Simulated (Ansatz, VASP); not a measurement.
**Two plane-wave programs on P**

```
P
1.0
     0.00000    2.79808    2.79808
     2.79808    0.00000    2.79808
     2.79808    2.79808    0.00000
P
2
Direct
  0.12500 0.12500 0.12500
  0.87500 0.87500 0.87500
```

Alike in both runs: task single point; functional revPBE; k mesh 11 × 11 × 11; occupations fermi-dirac, width 0.1 eV; no spin polarisation.

|  | VASP | Ansatz |
| --- | --- | --- |
| version | VASP 6.6.1 | Ansatz 0.2.0 |
| potentials or method | VASP PAW PBE potentials, release 64 (P) | plane waves (420 eV) with PAW, scalar-relativistic |
| plane-wave cutoff (eV) | 520 | 420 |
| valence electrons in the cell | 10 | 10 |

VASP gave:

| Item | Value |
| --- | --- |
| pressure (GPa) | -1.7 |

Problem. What did Ansatz give for the same quantities?

Solution. Pressure (GPa): -1.5.

The functional is the same, so the differences come from potentials, cutoffs and numerics.

Caveats: the PAW data sets were made with another functional, which shifts forces and pressure a little (VASP).
